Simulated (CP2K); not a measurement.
Runs of CP2K 2026.2 on TaN. Symmetry: Fm-3m, No. 225, cubic system. The conventional cell has a = 4.423 Å, b = 4.423 Å, c = 4.423 Å, α = 90.00°, β = 90.00°, γ = 90.00°. Ta (site symmetry m-3m) has 6 N at 2.21 Å as nearest neighbours. N (site symmetry m-3m) has 6 Ta at 2.21 Å as nearest neighbours. The cell comes from a database or a generator and needn't be the stable form of this composition.

| task | level | potentials or basis | smearing | EPS_DEFAULT | NGRIDS | CUTOFF of the grids | points a segment of the path (NPOINTS) | bands added on the path | gap on the mesh (eV) | pressure (GPa) |
| --- | --- | --- | --- | --- | --- | --- | --- | --- | --- | --- |
| single point | PBEsol | POTENTIAL_UZH Ta GTH-PBE-q13, N GTH-PBE-q5; TZVP-MOLOPT-PBE-GTH basis | fermi-dirac 0.05 eV | 1.0E-10 | 4 | 450 Ry | - | - | none | -13.2 |
| band structure | PBE | GTH_POTENTIALS Ta GTH-PBE-q13, N GTH-PBE-q5; DZVP-MOLOPT-SR-GTH basis | fermi-dirac 0.05 eV | 1.0E-9 | 4 | 450 Ry | 6 | 6 | none | -6.5 |
| band structure | r2SCAN | POTENTIAL_UZH Ta GTH-SCAN-q13, N GTH-SCAN-q5; TZVP-MOLOPT-SCAN-GTH basis | fermi-dirac 0.05 eV | 1.0E-10 | 4 | 675 Ry | 6 | 6 | none | -11.9 |
| band structure | r2SCAN | GTH_POTENTIALS Ta GTH-PBE-q13, N GTH-PBE-q5; DZVP-MOLOPT-SR-GTH basis | fermi-dirac 0.05 eV | 1.0E-9 | 4 | 675 Ry | 6 | 6 | none | (a) |
| band structure | PBEsol | POTENTIAL_UZH Ta GTH-PBE-q13, N GTH-PBE-q5; TZVP-MOLOPT-PBE-GTH basis | fermi-dirac 0.1 eV | 1.0E-9 | 4 | 450 Ry | 10 | 2 | none | -13.1 |
| band structure | PBE | POTENTIAL_UZH Ta GTH-PBE-q13, N GTH-PBE-q5; TZVP-MOLOPT-PBE-GTH basis | fermi-dirac 0.05 eV | 1.0E-9 | 5 | 450 Ry | 6 | 2 | none | -5.8 |
| single point | SCAN | POTENTIAL_UZH Ta GTH-PBE-q13, N GTH-PBE-q5; TZVP-MOLOPT-PBE-GTH basis | fermi-dirac 0.05 eV | 1.0E-9 | 5 | 675 Ry | - | - | none | (b) |
| single point | PBEsol | POTENTIAL_UZH Ta GTH-PBE-q13, N GTH-PBE-q5; TZVP-MOLOPT-PBE-GTH basis | fermi-dirac 0.05 eV | 1.0E-9 | 5 | 675 Ry | - | - | none | -13.2 |
| single point | BLYP | POTENTIAL_UZH Ta GTH-PBE-q13, N GTH-PBE-q5; TZVP-MOLOPT-PBE-GTH basis | fermi-dirac 0.05 eV | 1.0E-9 | 5 | 675 Ry | - | - | none | 5.8 |
| single point | PBE | POTENTIAL_UZH Ta GTH-PBE-q13, N GTH-PBE-q5; TZVP-MOLOPT-PBE-GTH basis | fermi-dirac 0.05 eV | 1.0E-10 | 4 | 450 Ry | - | - | none | -5.8 |
| band structure | TB-mBJ | POTENTIAL_UZH Ta GTH-PBE-q13, N GTH-PBE-q5; TZVP-MOLOPT-PBE-GTH basis | fermi-dirac 0.01 eV | 1.0E-9 | 4 | 675 Ry | 10 | 6 | none | - |

Alike in all rows: no spin polarisation; cell as given; k mesh 10 × 10 × 10.

Question: Estimate the missing entries.

Answer: (a) -9.0; (b) -9.5.

Caveats: the basis of atomic orbitals isn't converged, which shifts pressures, moduli and gaps; the potentials were made for another functional, which shifts forces and pressure (some runs); this is a model potential without an energy functional, so only levels have meaning (some runs).

A k mesh can miss the band edges, and the runs leave out spin-orbit coupling on Ta.

A gap of «none» marks a metal or a gap under the smearing width.

Not every run made on this cell is shown here.
